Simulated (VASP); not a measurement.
# H4C: single point with r2SCAN+D3(BJ)

H4C:

```
C H
1.0
     8.68543    0.00000    0.00000
     0.00000    8.68543    0.00000
     0.00000    0.00000    8.68543
C H
8 32
Direct
  0.38885 0.27198 0.97190
  0.77585 0.13171 0.33869
  0.00788 0.84973 0.20904
  0.99338 0.58674 0.66943
  0.65156 0.44967 0.52122
  0.01561 0.31000 0.94926
  0.73692 0.93453 0.80773
  0.28313 0.06739 0.29827
  0.39832 0.39344 0.99228
  0.29174 0.22397 0.03420
  0.49352 0.22155 0.01682
  0.37554 0.26153 0.84870
  0.74017 0.11286 0.21970
  0.68753 0.07228 0.40601
  0.76443 0.24942 0.36887
  0.88722 0.08391 0.37200
  0.08494 0.81966 0.30144
  0.89021 0.83510 0.24653
  0.02626 0.77987 0.10460
  0.01976 0.96898 0.17362
  0.11619 0.56870 0.65684
  0.94763 0.62353 0.55920
  0.97314 0.67503 0.75756
  0.93584 0.47834 0.70157
  0.75127 0.37691 0.52711
  0.63380 0.49222 0.40689
  0.66283 0.54688 0.59829
  0.55020 0.38205 0.54940
  0.99444 0.29730 0.82664
  0.06350 0.19869 0.98647
  0.90359 0.33065 0.00425
  0.10077 0.39881 0.97454
  0.62318 0.99251 0.80584
  0.82728 0.01196 0.84851
  0.75896 0.90134 0.68759
  0.73238 0.82879 0.88062
  0.35864 0.15406 0.35175
  0.22663 0.99809 0.38729
  0.35687 0.99163 0.23056
  0.19459 0.11911 0.22362
```

The cell was built by a generator and needn't be a form met in nature.

* Program: VASP 6.6.1
* Task: single point
* Functional: r2SCAN
* Dispersion: D3(BJ)
* Potentials or basis: VASP PAW PBE potentials, release 64 (C, H)
* Cutoff: 520 eV
* k mesh: 1 × 1 × 1
* Occupations: fermi-dirac, width 0.02 eV
* Spin: no spin polarisation

```
Pressure                   : 0.2 GPa
Largest force              : 1.354 eV/Å
Band gap on the k mesh     : 7.97 eV, direct
Dispersion energy per atom : -0.010 eV
```

Forces in eV/Å, atoms in the order of the input:
```
C    0.121  0.029  0.280
C   -0.768 -1.094  0.218
C   -0.432 -0.182 -1.074
C   -0.295 -0.175  0.202
C   -0.593  0.066  0.383
C   -0.240 -0.742  0.164
C   -0.585 -0.456 -0.161
C    0.168  0.111  0.256
H   -0.167  0.682  0.355
H    0.143  0.128 -0.204
H    0.265 -0.323 -0.260
H    0.058 -0.486 -0.263
H    0.590  0.013 -0.089
H    0.066 -0.090  0.167
H    0.222  0.779 -0.124
H   -0.120  0.195 -0.396
H    0.270 -0.092  0.042
H   -0.317 -0.188  0.092
H    0.075 -0.027  0.503
H    0.137  0.009  0.178
H    0.207 -0.125  0.069
H   -0.093  0.190 -0.094
H   -0.026 -0.220 -0.216
H    0.302  0.565 -0.074
H    0.335 -0.005  0.136
H    0.142  0.220 -0.712
H   -0.021  0.093  0.240
H   -0.086 -0.069  0.234
H    0.188  0.195 -0.094
H   -0.330  0.308  0.123
H    0.410  0.046  0.058
H   -0.337  0.044 -0.150
H    0.566 -0.200  0.321
H   -0.160 -0.057 -0.027
H    0.184 -0.011  0.328
H   -0.011  0.739 -0.448
H   -0.397 -0.080 -0.184
H    0.169  0.292 -0.102
H   -0.119 -0.033 -0.116
H    0.476 -0.051  0.439
```

Stress tensor (GPa, compression positive):
```
 0.08 -0.09 -0.26
-0.09  0.40  0.32
-0.26  0.32  0.04
```

Levels at points of the mesh, in eV from the valence-band top:
```
           k point  band 28  band 29  band 30  band 31  band 32  band 33  band 34  band 35  band 36  band 37
(0.00, 0.00, 0.00)    -0.29    -0.23    -0.18    -0.04     0.00     7.97     9.85     9.89     9.97    10.04
```

It took 4.6 min on 1 thread of Intel(R) Xeon(R) 6975P-C (Granite Rapids) (shared host), peak memory 0.76 GiB.

Caveat: the PAW data sets were made with another functional, which shifts forces and pressure a little. r2SCAN opens gaps a little over a GGA but as a rule still falls short of measured ones.
